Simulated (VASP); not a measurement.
Set up this calculation in VASP 6.6.1, as the native input.

- Task: single point
- Functional: PBEsol
- Potentials or basis: VASP PAW PBE potentials, release 64 (Ti_sv)
- Cutoff: 520 eV
- k mesh: 10 × 10 × 1
- Occupations: gaussian, width 0.1 eV
- Spin: no spin polarisation
- Dipole correction: yes
- Further INCAR settings: ALGO = Fast; EDIFF = 1e-07; NBANDS = 32

The structure of Ti lies in POSCAR:

```
Ti
1.0
    2.8679135955      0.0000000000      0.0000000000
    0.0000000000      2.8679135955      0.0000000000
    0.0000000000      0.0000000000     23.0837634538
Ti
4
Direct
    0.5000000000      0.5000000000      0.3682241857
    0.0000000000      0.0000000000      0.4560747286
    0.5000000000      0.5000000000      0.5482915893
    0.0000000000      0.0000000000      0.6294047040
```

The slab is cut from a database's or a generator's crystal, which needn't be the stable form of the element.

The cell isn't the ideal one: clean slab, lower half held.

These files were run (other wordings do the same):

INCAR

```
ALGO = Fast
DIPOL = 0.5 0.5 0.500
EDIFF = 1E-7
ENCUT = 520
GGA = PS
IDIPOL = 3
ISIF = 2
ISMEAR = 0
LASPH = True
LCHARG = True
LDIPOL = True
LELF = True
LREAL = False
LVACPOTAV = True
LVHAR = True
LWAVE = False
NBANDS = 32
NELM = 100
PREC = Accurate
SIGMA = 0.1
```

KPOINTS

```
k-points
0
Gamma
  10 10 1
```

Potentials or basis: VASP PAW PBE potentials, release 64 (Ti_sv).

Command:

```console
$ cat potpaw_PBE.64/Ti_sv/POTCAR > POTCAR
$ mpirun -np 1 vasp_std > vasp.out
```

Results of the run:

```json
{
 "Largest force": "0.634 eV/Å",
 "Band gap on the k mesh": "none (metal or under the smearing width)",
 "Work function of the upper face": "4.17 eV",
 "Work function of the lower face": "4.17 eV"
}
```

Caveat: the PAW data sets were made with another functional, which shifts forces and pressure a little.

Wall time 12 min on 1 thread of Intel(R) Xeon(R) Platinum 8488C (Sapphire Rapids), with other jobs on the host, peak memory 0.35 GiB.
